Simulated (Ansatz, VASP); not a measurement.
As in VASP and in Ansatz

Contents of POSCAR:

```
As
1.0
    2.7036817444      0.0000000000      0.0000000000
    0.0000000000      2.7036817444      0.0000000000
    0.0000000000      0.0000000000      2.7036817444
As
1
Direct
    0.5000000000      0.5000000000      0.5000000000
```

Contents of INCAR.step1:

```
SYSTEM = As
PREC = Accurate
ENCUT = 520
EDIFF = 1E-5
ISMEAR = -1
SIGMA = 0.05
LREAL = .False.
LASPH = .True.
NELM = 80
ALGO = Normal
ISIF = 2
LWAVE = .True.
LCHARG = .False.
GGA = PE
```

INCAR.step2

```
SYSTEM = As
PREC = Accurate
ENCUT = 520
EDIFF = 1E-6
ISMEAR = -1
SIGMA = 0.05
LREAL = .False.
LASPH = .True.
NELM = 80
ALGO = Normal
ISIF = 2
LWAVE = .False.
LCHARG = .False.
GGA = PE
LHFCALC = .True.
HFSCREEN = 0.2
AEXX = 0.15
PRECFOCK = Fast
ISTART = 1
```

File KPOINTS:

```
Automatic mesh
0
Gamma
  5 5 5
  0 0 0
```

File input.yaml:

```yaml
crystal:
  lattice:
    - [2.7036817444, 0.0, 0.0]
    - [0.0, 2.7036817444, 0.0]
    - [0.0, 0.0, 2.7036817444]
  atoms:
    - { symbol: As, position: [0.5, 0.5, 0.5] }
hamiltonian:
  xc: { exchange: pbe, correlation: pbe, exx: { coeff: 0.15, omega: 0.2 } }
  pseudopotentials: { kind: paw }
kpoints:
  mp_grid: { grid: [5, 5, 5] }
scf:
  occupations: { method: fermi_dirac, width: 0.05 }
output:
  forces: true
  stress: true
  eigenvalues: true
```

This isn't the form of As at room conditions, which is rhombohedral.

Alike in both runs: task single point; functional HSE(alpha, omega); k mesh 5 × 5 × 5; occupations fermi-dirac, width 0.05 eV; no spin polarisation.

|  | VASP | Ansatz |
| --- | --- | --- |
| version | VASP 6.6.1 | Ansatz 0.2.0 |
| potentials or method | VASP PAW PBE potentials, release 64 (As) | Ansatz PAW |
| plane-wave cutoff (eV) | 520 | 420 |
| valence electrons in the cell | 5 | 15 |

Ansatz gave:

```
gap on the k mesh at the Fermi level (eV) : none
pressure (GPa)                            : 0.9
```

What did VASP give for the same quantities?

gap on the k mesh at the Fermi level (eV): none; pressure (GPa): 0.7.

A gap of «none» marks a metal or a gap that the smearing closes. The functional is the same, so the differences come from potentials, cutoffs and numerics. The two sets of potentials don't hold the same shells in valence.

Caveats: the k mesh is coarse (spacing up to 0.46 Å⁻¹), so the values aren't converged, least of all with exact exchange; the PAW data sets were made with another functional, which shifts forces and pressure a little (VASP); the PAW data sets come from PBE, with cores solved anew for the run's functional, which leaves a small shift of forces and pressure (Ansatz); the thresholds are loose for stress (Ansatz).
